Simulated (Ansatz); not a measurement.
BeO (wurtzite)

```yaml
crystal:
  lattice:
    - [2.71181, 0.00000, 0.00000]
    - [-1.35591, 2.34850, 0.00000]
    - [0.00000, 0.00000, 8.80911]
  atoms:
    - { symbol: Be, position: [0.66667, 0.33333, 0.00075] }
    - { symbol: Be, position: [0.66667, 0.33333, 0.50075] }
    - { symbol: Be, position: [0.33333, 0.66667, 0.25075] }
    - { symbol: Be, position: [0.33333, 0.66667, 0.75075] }
    - { symbol: O, position: [0.66667, 0.33333, 0.31185] }
    - { symbol: O, position: [0.66667, 0.33333, 0.81185] }
    - { symbol: O, position: [0.33333, 0.66667, 0.06185] }
    - { symbol: O, position: [0.33333, 0.66667, 0.56185] }
```

A phonon eigenvector at A = (0.0, 0.0, 0.5) is frozen into this cell: atom i moves by Q times the vector below, so Q is the largest atomic displacement, in Å. The cell is held. It is one choice among 2 degenerate patterns. (q is in reciprocal vectors of the primitive cell; the cell shown is doubled to hold the pattern.)

| atom | x | y | z |
|---|---|---|---|
| Be1 | 0.000 | 0.000 | 1.000 |
| Be2 | 0.000 | 0.000 | -1.000 |
| Be3 | 0.000 | 0.000 | 0.085 |
| Be4 | 0.000 | 0.000 | -0.085 |
| O5 | 0.000 | 0.000 | 0.262 |
| O6 | 0.000 | 0.000 | -0.262 |
| O7 | 0.000 | 0.000 | -0.454 |
| O8 | 0.000 | 0.000 | 0.454 |

Calculation: PBE (plane waves to 420 eV, PAW, scalar-relativistic; Ansatz, a first-principles code). k mesh 14×14×4 (Γ-centred), Fermi-Dirac smearing 0.05 eV. E stands for the smeared free energy. BeO was relaxed with its symmetry unable to fall. The zero of ΔE is the undisplaced structure.

### Question
Predict the ΔE (eV/cell) at Q (Å) = -0.280, -0.233, -0.093, 0.140, 0.187, 0.233.

### Answer
```tsv
Q (Å)	ΔE (eV/cell)
-0.280	3.975
-0.233	2.714
-0.093	0.422
0.140	0.956
0.187	1.715
0.233	2.714
```

(A displaced cell: forces are minus the slopes of the energy, force constants its curvatures, and phonons follow from these.)
